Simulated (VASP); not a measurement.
## Cu3Au (Auricupride): relaxation of cell and atoms with PBE

Cu3Au (Auricupride):

```
Au Cu
1.0
     3.74000    0.00000    0.00000
     0.00000    3.74000    0.00000
     0.00000    0.00000    3.74000
Au Cu
1 3
Direct
  0.00000 0.00000 0.00000
  0.50000 0.50000 0.00000
  0.50000 0.00000 0.50000
  0.00000 0.50000 0.50000
```

```
Program                : VASP 6.6.1
Task                   : relaxation of cell and atoms
Functional             : PBE
Potentials or basis    : VASP PAW PBE potentials, release 64 (Au, Cu)
Cutoff                 : 580 eV
k mesh                 : 7 × 7 × 7
Occupations            : fermi-dirac, width 0.05 eV
Spin                   : no spin polarisation
Further INCAR settings : ALGO = Normal; EDIFF = 1e-07; IBRION = 2; EDIFFG = -0.005; NSW = 60; ISIF = 3
```

The relaxed volume is 13.53 Å³/atom, the relaxed cell is a = 3.783 Å, b = 3.783 Å, c = 3.783 Å, α = 90.00°, β = 90.00°, γ = 90.00° and the space group after relaxing (to 0.05 Å) is Pm-3m (No. 221). The energy gained by relaxing is 7.2 meV/atom, the ionic steps are 3 and the pressure after relaxing is 0.0 GPa. The band gap on the k mesh is none (metal or under the smearing width).

Step by step:
```csv
step,energy change (eV),largest force (eV/Å),pressure (GPa),volume (Å³)
1,0.0000,0.0000,5.32,52.31
2,-0.0103,0.0000,-3.67,55.67
3,-0.0286,0.0000,0.03,54.12
```

Final structure:
```cif
data_structure
_symmetry_space_group_name_H-M 'P 1'
_symmetry_Int_Tables_number 1
_cell_length_a 3.7826
_cell_length_b 3.7826
_cell_length_c 3.7826
_cell_angle_alpha 90.000
_cell_angle_beta 90.000
_cell_angle_gamma 90.000
_cell_volume 54.12
loop_
_atom_site_label
_atom_site_type_symbol
_atom_site_fract_x
_atom_site_fract_y
_atom_site_fract_z
_atom_site_occupancy
Au1 Au 0.00000 0.00000 0.00000 1
Cu1 Cu 0.50000 0.50000 0.00000 1
Cu2 Cu 0.50000 0.00000 0.50000 1
Cu3 Cu 0.00000 0.50000 0.50000 1
```

Levels at points of the mesh, in eV from the Fermi level:
| k point | band 18 | band 19 | band 20 | band 21 | band 22 | band 23 | band 24 | band 25 | band 26 |
| --- | --- | --- | --- | --- | --- | --- | --- | --- | --- |
| (0.00, 0.00, 0.00) | -1.43 | -1.31 | -1.31 | -1.31 | 1.38 | 1.38 | 1.38 | 5.88 | 7.39 |

It took 64 s on 1 thread of AMD EPYC 9R45 96-Core Processor (Zen 5) (shared host), peak memory 0.16 GiB.

The run has no spin-orbit coupling, so splittings on Au are missing. PBE usually gives volumes a little too large and moduli too small.
